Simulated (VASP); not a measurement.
# Rh, self-consistent run: which settings are enough?

Rh, Fm-3m (no. 225), 1 atom in the cell. PBE; PAW potentials Rh_pv (PBE set). VASP 6.6.1.

Wanted: energy within 1 meV/atom; forces within 0.005 eV/Å; pressure within 0.1 GPa.

POSCAR:
```
Rh
1.0
    0.0000000000      1.8978500000      1.8978500000
    1.8978500000      0.0000000000      1.8978500000
    1.8978500000      1.8978500000      0.0000000000
Rh
1
Direct
    0.0000000000      0.0000000000      0.0000000000
```

## One numerical tag moved

| One numerical tag moved | Energy less reference (meV/atom) | Forces, largest deviation (eV/Å) | Pressure (GPa) | SCF iterations | Time (s) |
|---|---|---|---|---|---|
| default | 0.0 | 0.0000 | 7.35 | 12 | 4.5 |
| LMAXPAW = 0 | -2.8 | 0.0000 | 7.35 | 12 | 4.1 |
| DEPER = 0.6 | 0.0 | 0.0000 | 7.35 | 12 | 4.4 |
| NBLK = 64 | 0.0 | 0.0000 | 7.35 | 12 | 4.6 |
| EBREAK = 0.0001 | 0.0 | 0.0000 | 7.26 | 14 | 4.7 |
| WEIMIN = 0.0 | 0.0 | 0.0000 | 7.35 | 12 | 4.6 |
| LDIAG = F | 0.0 | 0.0000 | 7.35 | 12 | 5.2 |
| LASYNC = T | 0.0 | 0.0000 | 7.35 | 12 | 4.6 |
| LCORR = F | 0.0 | 0.0000 | 7.35 | 12 | 4.6 |

## Question

For each series: keep the first row unless others stay within half of the tolerance and take at least 30 % less time, and then take the fastest.

## Answer

- one numerical tag moved: default

## The input

INCAR:
```
PREC = Accurate ; ENCUT = 520
EDIFF = 1E-7 ; ISMEAR = 1
SIGMA = 0.1 ; LREAL = F
LASPH = T ; ALGO = Normal
NELM = 100 ; ISIF = 2
LWAVE = F ; LCHARG = F
```

KPOINTS:
```
k-points
0
Gamma
  10 10 10
```

Commands:
```
cat potpaw_PBE.64/Rh_pv/POTCAR > POTCAR
mpirun -np 1 vasp_std > vasp.out
```

The chosen input took VASP 6.6.1 4.5 s on 1 core (AMD EPYC 9R45 (Zen 5)), a shared host.

## An input that fails: LMAXPAW = -1 without LASPH

It runs to its end, but against the unchanged starting input it is off by 35.4 meV/atom in the energy, 0.0000 eV/Å in the forces, 0.23 GPa in the pressure.

Changes against the starting input:
```
- LASPH = True
+ LASPH = False
+ LMAXPAW = -1
```
